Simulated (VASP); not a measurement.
Here is a VASP 6.6.1 calculation.

The input POSCAR:

```
GaN
1.0
    0.0000000000      2.2314186278      2.2314186278
    2.2314186278      0.0000000000      2.2314186278
    2.2314186278      2.2314186278      0.0000000000
  Ga              N
     1     1
Direct
     0.0000000000000000    0.0000000000000000    0.0000000000000000
     0.7500000000000000    0.7500000000000000    0.7500000000000000
```

File INCAR.step1:

```
SYSTEM = GaN
  PREC = Accurate
  ENCUT = 600
  EDIFF = 1E-8
  ISMEAR = 0
  SIGMA = 0.03
  LREAL = .False.
  LASPH = .True.
  NELM = 80
  ALGO = Normal
  ISIF = 3
  LWAVE = .False.
  LCHARG = .False.
  IBRION = 2
  NSW = 40
  EDIFFG = -0.002
```

File INCAR.step2:

```
SYSTEM = GaN
  PREC = Accurate
  ENCUT = 600
  EDIFF = 1E-8
  ISMEAR = 0
  SIGMA = 0.03
  LREAL = .False.
  LASPH = .True.
  NELM = 80
  ALGO = Normal
  ISIF = 2
  LWAVE = .False.
  LCHARG = .False.
  IBRION = 6
  NFREE = 2
  POTIM = 0.015
  NSW = 1
```

Contents of KPOINTS:

```
regular mesh
0
Gamma
  10 10 10
  0 0 0
```

Potentials or basis: VASP PAW LDA potentials, release 64 (Ga_d, N).

The run is started by

```bash
$ cat potpaw_LDA.64/Ga_d/POTCAR potpaw_LDA.64/N/POTCAR > POTCAR
$ cp INCAR.step1 INCAR
$ mpirun -np 1 vasp_std > vasp.out
$ cp CONTCAR POSCAR
$ cp INCAR.step2 INCAR
$ mpirun -np 1 vasp_std > vasp.out
```

Task: Estimate the highest phonon frequency at Γ, LO-TO splitting left out.

Result: 553 cm⁻¹.

Phonon frequencies in cm⁻¹ (negative: imaginary):
```csv
q point,frequencies
"(0.000, 0.000, 0.000)",0 0 0 553 553 553
```
